**Results and discussion: following the levels of hexagonal diamond along its vertical axis**

Can the energy levels of a crystal at one wave be forecast from those at a few others? Each row below belongs to an electron wave in hexagonal diamond, a form of carbon in which each atom has four neighbours. Points a, b and c tell what fraction of a full cycle the wave's phase advances from one cell to the next along each cell direction; c is the vertical one. Energies count from the top of the filled (valence) levels. The column "level under 1" holds the highest filled level at that wave, and "level over 1" the lowest empty (conduction) level.

Kohn–Sham levels of hexagonal diamond (four-atom cell, geometry as given), computed with ABINIT 10.8.3 and the PBEsol functional, without spin polarisation or spin–orbit coupling. The calculation uses PseudoDojo NC SR PBEsol v0.4 stringent potentials, a plane-wave cutoff of 1006.82 eV and a 9×9×5 k mesh. Energies are relative to the valence top on this mesh.

| point a (reciprocal cell vector) | point b (reciprocal cell vector) | point c (reciprocal cell vector) | level under 4 (eV) | level under 3 (eV) | level under 2 (eV) | level under 1 (eV) | level over 1 (eV) | level over 2 (eV) |
| --- | --- | --- | --- | --- | --- | --- | --- | --- |
| 0.0000 | 0.0000 | 0.0000 | -3.308 | -0.462 | 0.000 | 0.000 | 4.718 | 4.718 |
| 0.4444 | 0.0000 | 0.0000 | -9.142 | -6.596 | -5.752 | -3.036 | 4.152 | 8.105 |
| 0.4444 | 0.1111 | 0.0000 | -9.332 | -7.699 | -6.169 | -4.007 | 5.625 | 5.665 |
| 0.3333 | 0.3333 | 0.0000 | -9.558 | -7.383 | -7.383 | -6.927 | 3.181 | 12.083 |
| 0.3333 | 0.3333 | 0.2000 | -10.778 | -7.605 | -6.027 | -6.027 | 4.418 | 10.264 |
| 0.0000 | 0.0000 | 0.4000 | ? | ? | ? | ? | ? | ? |
| 0.3333 | 0.3333 | 0.4000 | ? | ? | ? | ? | ? | ? |

The two rows with question marks lie on vertical lines, each of which has at least one known row. The first line starts at the zone centre, where all phases are equal. The second starts at (1/3, 1/3, 0), which holds the lowest conduction level on the mesh, at 3.181 eV. That value comes from a semilocal functional, which makes gaps too small, and from a cell that wasn't relaxed and is still under stress. A mesh can also step over the true band edge.

**Columns are ranks, not bands**

The second line shows why a column can't simply be continued. At c = 0 its highest valence level is single, and a pair of equal levels lies 0.46 eV below it. At c = 0.2 the pair is on top, 1.58 eV above the single level. The two have crossed, so a forecast must follow the single level and the pair separately. Their degeneracy, the number of levels at one energy, serves as the label.

**A chain of two couplings**

The crystal has a screw axis: a shift by half a cell along the vertical, with a turn, maps it onto itself. On the first line a band can therefore be followed as if the cell were half as tall. In the real cell it appears as two branches, which meet at c = 0.5.

At the zone centre the top valence pair is made of p orbitals that lie in the horizontal plane. Going up the crystal, these orbitals meet two kinds of link in turn. Three slanted bonds together give a strong coupling t, and one vertical bond, where the orbitals touch only sideways, gives a weak coupling s. At the valence top the strong link is bonding and the weak one works against it. As c grows, the phase across the weak link turns and this opposition fades, so the filled level sinks and its empty partner rises.

For such a chain the levels are

E = E₀ ∓ √(t² + s² − 2ts cos πc),

where E₀ is the centre between filled and empty partners. The second branch has a plus sign before the cosine.

**One forecast worked in full**

Three levels of the zone-centre row fix the three constants. The valence top at 0 and the conduction pair at 4.718 eV give E₀ = 4.718/2 = 2.359 eV. The level at −3.308 eV is read as one of the pair on the second branch, which gives s = 3.308/2 = 1.654 eV. Then t = 2.359 + 1.654 = 4.013 eV. These constants serve to carry the levels along the line; they are not measured bond strengths.

At c = 0.4 the cosine is 0.309, and the root becomes √(16.10 + 2.74 − 4.10) = 3.84 eV. The upper valence pair should lie at 2.36 − 3.84 = −1.48 eV and its empty partner at 2.36 + 3.84 = 6.20 eV. With the plus sign the root is 4.79 eV, which puts the lower valence pair at −2.43 eV.

The two pairs fill the top four valence places only if the single level, found at −0.462 eV at the zone centre, has sunk below both. This is expected: it comes mostly from the vertical p orbitals, which meet end on in the vertical bond, and so should sink faster as c grows.

**The second line**

Here the phase advances by a third of a cycle from one cell to the next along both horizontal directions. Of the s and p orbitals, symmetry then lets only the horizontal p orbitals enter the single levels, so these again form a chain, with constants of its own. Its centre is allowed to move with c, because second neighbours half a cell apart also couple. The single valence level and the lowest conduction level at c = 0 and 0.2 fix this chain.

One level offers a partial test. The chain's second valence branch comes out at −10.45 eV for c = 0.2, and the table has a level at −10.78 eV. The two may be the same state, though a rank alone can't settle it.

The valence pair rises by 1.36 eV between c = 0 and 0.2. A plain cosine of 2πc through these two points reaches −3.83 eV at c = 0.4. If the rise is instead a repulsion from another pair below, assumed to lie at −9.558 eV at c = 0, it weakens as the two move apart, and the pair reaches only −4.77 eV. The forecast takes the middle. The second conduction level is continued by a plain cosine, as if it too belonged to a pair.

The forecasts in eV, with error bars set by judgement, are:

- **(0, 0, 0.4):** valence pairs at −2.4 ± 0.5 and −1.5 ± 0.5; a conduction pair at 6.2 ± 0.8.
- **(1/3, 1/3, 0.4):** single valence levels at −9.9 ± 1.0 and −8.9 ± 0.8, with a pair on top at −4.3 ± 0.7; conduction levels at 7.1 ± 1.0 and 7.3 ± 1.2.

On the second line the lowest conduction level should thus keep rising.

**The computed levels**

The withheld rows as computed:

| point a (reciprocal cell vector) | point b (reciprocal cell vector) | point c (reciprocal cell vector) | level under 4 (eV) | level under 3 (eV) | level under 2 (eV) | level under 1 (eV) | level over 1 (eV) | level over 2 (eV) |
| --- | --- | --- | --- | --- | --- | --- | --- | --- |
| 0.0000 | 0.0000 | 0.4000 | -2.446 | -2.446 | -1.497 | -1.497 | 6.433 | 6.434 |
| 0.3333 | 0.3333 | 0.4000 | -10.199 | -8.957 | -4.476 | -4.476 | 7.383 | 8.062 |

Every level falls within its error bar, and both qualitative forecasts hold: the pair stays on top, and the lowest conduction level keeps rising. The sizes of the misses, listed in the output after this text, show where the simple picture is thin.

On the first line the single level has left the top four, as expected. Both valence pairs are within 0.02 eV of the forecast, but the conduction pair lies 0.24 eV above it. The valence agreement flatters the model. The computed centre between the top valence pair and the conduction pair is (6.433 − 1.497)/2 = 2.47 eV, about 0.11 eV higher than assumed. Half the distance between them is also larger than forecast, by about 0.13 eV. The two errors cancel in the valence level and add in the conduction level.

The likely weak point is the fixed centre, which makes filled and empty levels move as mirror images. The second line had already warned against this: between c = 0 and 0.2 its conduction level rose by 1.24 eV while the single valence level fell by only 0.68 eV. There the centre could be left free, because four levels were known. At the zone centre three levels had to fix everything. If the centre rises with c, the second branch has the higher centre at c = 0, and s is larger than the value read from its level. The distance between partners then grows faster, which fits the second error. Couplings to more distant atoms probably move the centre on the first line too, but the table doesn't test that cause.

On the second line the top pair arrives at −4.48 eV, between the two estimates and nearer to the one with repulsion. The rise falls short of the plain cosine, as it would if a repulsion weakened while two pairs moved apart, though no lower pair can be identified in the table to confirm this. The plain cosine alone would have been 0.64 eV too high.

The lower single level seems to repeat an earlier error. The chain put its second branch 0.33 eV too high at c = 0.2, if that level was rightly identified, and it is again 0.33 eV too high at c = 0.4. The repetition is no proof of the identification, however. The repulsion estimate assumes a lower pair that sinks as far as the upper one rises. That pair would lie at −10.91 eV at c = 0.2, nearer still to the level in the table, which may thus be one of the pair.

The largest miss is the second conduction level of this line, computed at 8.06 eV and forecast 0.74 eV lower. If it belongs to a pair, the plain cosine has overshot once more, as it did for the valence pair. But it could also be the chain's second conduction branch, which must come down to meet the lowest conduction level at c = 0.5. The fitted chain puts that branch at 9.95 eV, well above the computed level, so a pair is the better guess. The next level up at c = 0.4 would help to decide: an equal energy would mark a pair, a different one a single level. Which of the two is it?

Output of the analysis:

```
Upper valence levels in eV (known rows repeat the table):
     row  under 1 forecast  error bar of both  under 1 computed  under 1 miss  under 2 forecast  under 2 computed  under 2 miss
     0.0                 0                  0                 0             0                 0                 0             0
  0.4444            -3.036                  0            -3.036             0            -5.752            -5.752             0
  0.4444            -4.007                  0            -4.007             0            -6.169            -6.169             0
  0.3333            -6.927                  0            -6.927             0            -7.383            -7.383             0
  0.3333            -6.027                  0            -6.027             0            -6.027            -6.027             0
     0.0             -1.48                0.5            -1.497       0.01703             -1.48            -1.497       0.01703
  0.3333              -4.3                0.7            -4.476        0.1762              -4.3            -4.476        0.1762
Lower valence levels in eV (known rows repeat the table):
     row  under 3 forecast  under 3 error bar  under 3 computed  under 3 miss  under 4 forecast  under 4 error bar  under 4 computed  under 4 miss
     0.0            -0.462                  0            -0.462             0            -3.308                  0            -3.308             0
  0.4444            -6.596                  0            -6.596             0            -9.142                  0            -9.142             0
  0.4444            -7.699                  0            -7.699             0            -9.332                  0            -9.332             0
  0.3333            -7.383                  0            -7.383             0            -9.558                  0            -9.558             0
  0.3333            -7.605                  0            -7.605             0            -10.78                  0            -10.78             0
     0.0            -2.431                0.5            -2.446       0.01521            -2.431                0.5            -2.446       0.01521
  0.3333            -8.854                0.8            -8.957        0.1029            -9.865                  1             -10.2         0.334
Conduction levels in eV (known rows repeat the table):
     row  over 1 forecast  over 1 error bar  over 1 computed  over 1 miss  over 2 forecast  over 2 error bar  over 2 computed  over 2 miss
     0.0            4.718                 0            4.718            0            4.718                 0            4.718            0
  0.4444            4.152                 0            4.152            0            8.105                 0            8.105            0
  0.4444            5.625                 0            5.625            0            5.665                 0            5.665            0
  0.3333            3.181                 0            3.181            0            12.08                 0            12.08            0
  0.3333            4.418                 0            4.418            0            10.26                 0            10.26            0
     0.0            6.198               0.8            6.433       -0.235            6.198               0.8            6.434       -0.236
  0.3333            7.131                 1            7.383      -0.2525            7.321               1.2            8.062      -0.7412
Zone centre, top pair above the single level, eV: 0.462
Second line, c from 0 to 0.2, rise of lowest conduction level, eV: 1.237
Second line, c from 0 to 0.2, change of single valence level, eV: -0.678
Second line, c from 0 to 0.2, rise of valence pair, eV: 1.356
Second line, pair less single level at c 0, eV: -0.456
Second line, pair less single level at c 0.2, eV: 1.578
Chain model, folded single level at c 0.2, eV: -10.45
Chain model, that level less the computed fourth level, eV: 0.3318
Valence pair at c 0.4 by plain cosine, eV: -3.833
Valence pair at c 0.4 by repulsion from a pair below, eV: -4.767
```
